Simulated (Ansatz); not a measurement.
# TiS2 (CdI2 type): zero-pressure volume and bulk modulus with r²SCAN + D4

One table from this session's results is given with a row withheld; the runs are named, their logs left out.

Method: DFT r²SCAN + D4, scalar-relativistic, plane waves, PAW, in Ansatz 0.2.0.

2 further runs of the same task are left out: 2 set aside as unsound or not needed. Runs told in other sessions of the task aren't counted.

## Starting point

The structure is trigonal, space group P-3m1 (No. 164). The conventional cell has a = 3.385 Å, b = 3.385 Å, c = 5.786 Å, α = 90.00°, β = 90.00°, γ = 120.00°. Around Ti (site symmetry -3m) lie 6 S at 2.42 Å. Around S (site symmetry 3m) lie 3 Ti at 2.42 Å.

As a file:

```xyz
3
Lattice="3.3851 0.0000 0.0000 -1.6925 2.9316 0.0000 0.0000 0.0000 5.7859" Properties=species:S:1:pos:R:3 pbc="T T T"
Ti    0.0000    0.0000    0.0000
S     0.0000    1.9544    1.4262
S     1.6925    0.9772    4.3597
```

At PBE, an earlier run found 1.69 GPa for this cell of 19.139 Å³/atom (8×8×4 mesh), metallic.

The first run:

Input file input.yaml:

```yaml
crystal:
  lattice:
    - [3.3850868906, 0.0, 0.0]
    - [-1.6925434453, 2.9315712413, 0.0]
    - [0.0, 0.0, 5.7859209095]
  atoms:
    - { symbol: Ti, position: [0.0, 0.0, 0.0] }
    - { symbol: S, position: [0.3333333333, 0.6666666667, 0.2465009822] }
    - { symbol: S, position: [0.6666666667, 0.3333333333, 0.7534990178] }
basis:
  ecutwfc: 500
  ecutrho_ratio: 4
kpoints:
  mp_grid: { grid: [8, 8, 4] }
hamiltonian:
  xc: r2scan
  dispersion: d4
scf:
  occupations: { method: gaussian, width: 0.05 }
output:
  forces: true
  stress: true
  eigenvalues: true
relax:
  f_tol: 0.02
  max_steps: 40
  cell: { stress_tol: 0.2, fix: [volume] }
```

On the command line:

```
ansatz run input.yaml --threads 4 --pin off --max-ram 8192MiB --backend cpu --events-out ev --progress --plain --runs-dir out
```

Among the steps run: At the given cell; Stepping to 19.219 Å³/atom; Stepping to 19.434 Å³/atom; Stepping to 19.496 Å³/atom; Volume × 0.98 of the new zero; Volume × 1.02 of the new zero; Volume × 0.96 of the new zero; Volume × 1.04 of the new zero.

One of the session's tables, all rows but one given; the rest of the session is left out.

It belongs to the step «Energy and pressure against volume». 

```
volume (Å³/atom)  energy (meV/atom)  pressure (GPa)
          18.716               3.35            1.46
          19.106                  ?               ?
          19.496               0.00            0.00
          19.886               0.64           -0.50
          20.276               2.33           -0.88
```

**Question.** Estimate the row for volume (Å³/atom) = 19.106.

Worked estimate for «energy (meV/atom)». A straight line through the neighbours (18.716, 3.35) and (19.496, 0.00) gives 3.35 + (0.00 − 3.35) × (19.106 − 18.716) / (19.496 − 18.716) = 1.67; a parabola fitted to 3 rows on both sides gives 0.90.

**Answer.** energy (meV/atom): 0.78; pressure (GPa): 0.64. In «energy (meV/atom)» the line misses by +0.89 and the parabola by +0.12.
